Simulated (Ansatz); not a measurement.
**TiAl3: compression at zero temperature**

How does TiAl3 compress? Cell and atoms are relaxed at 7 pressures between -1 and 90 GPa.

Method: DFT PBEsol, scalar-relativistic, plane waves, PAW, in Ansatz 0.2.0.

1 further run of the same task is left out (set aside as unsound or not needed).

### Step 1. The system as given

Symmetry: Pm-3m, No. 221, cubic system. Conventional cell: a = 3.948 Å, b = 3.948 Å, c = 3.948 Å, α = 90.00°, β = 90.00°, γ = 90.00°. Ti (site symmetry m-3m) is surrounded by 12 Al at 2.79 Å. Al (site symmetry 4/mmm) has 8 Al at 2.79 Å and 4 Ti at 2.79 Å in its first shell of neighbours.

As a file:

```xyz
4
Lattice="3.9483 0.0000 0.0000 0.0000 3.9483 0.0000 0.0000 0.0000 3.9483" Properties=species:S:1:pos:R:3 pbc="T T T"
Ti    0.0000    0.0000    0.0000
Al    1.9742    1.9742    0.0000
Al    1.9742    0.0000    1.9742
Al    0.0000    1.9742    1.9742
```

It goes back to an entry of the Materials Project, which need not be the stable form.

This cell was relaxed beforehand with the same method: volume 15.39 Å³/atom, gap on the mesh none (metal).

### Step 2. Relaxing at -1 GPa

The input, input.yaml:

```yaml
crystal:
  lattice:
    - [3.961192688, 0.0, 0.0]
    - [0.0, 3.961192688, 0.0]
    - [0.0, 0.0, 3.961192688]
  atoms:
    - { symbol: Ti, position: [0.0, 0.0, 0.0] }
    - { symbol: Al, position: [0.5, 0.5, 0.0] }
    - { symbol: Al, position: [0.5, 0.0, 0.5] }
    - { symbol: Al, position: [0.0, 0.5, 0.5] }
basis:
  ecutwfc: 420
kpoints:
  mp_grid: { grid: [10, 10, 10] }
hamiltonian:
  xc: pbesol
scf:
  occupations: { method: gaussian, width: 0.1 }
output:
  forces: true
  stress: true
  eigenvalues: true
relax:
  adjacent_minimum: "off"
  f_tol: 0.008
  max_steps: 50
  cell: { stress_tol: 0.08, p_target: -1.0 }
```

Started as:

```sh
> ansatz run input.yaml --threads 1 --pin off --max-ram 2560MiB --backend cpu --events-out ev --progress --plain --runs-dir out
```

The session goes on with these runs: relaxing at 1 GPa; relaxing at 4 GPa; target pressure 12 GPa; relaxing at 25 GPa; target pressure 50 GPa; relaxing at 90 GPa.

Before running it: what results should come out? Wanted: bulk modulus B0; B0'.

As calculated:

| quantity | value |
| --- | --- |
| volume at 90 GPa | 10.50 Å³/atom, V/V0 = 0.683 |
| bulk modulus B0 (third-order Birch-Murnaghan) | 113 GPa |
| B0' | 3.8 |

**Reading.** Up to 90 GPa the volume falls by 31.7 %. A third-order Birch-Murnaghan curve fits the points with B0 = 113 GPa. Other structures may take over in this range; these runs cannot find them.
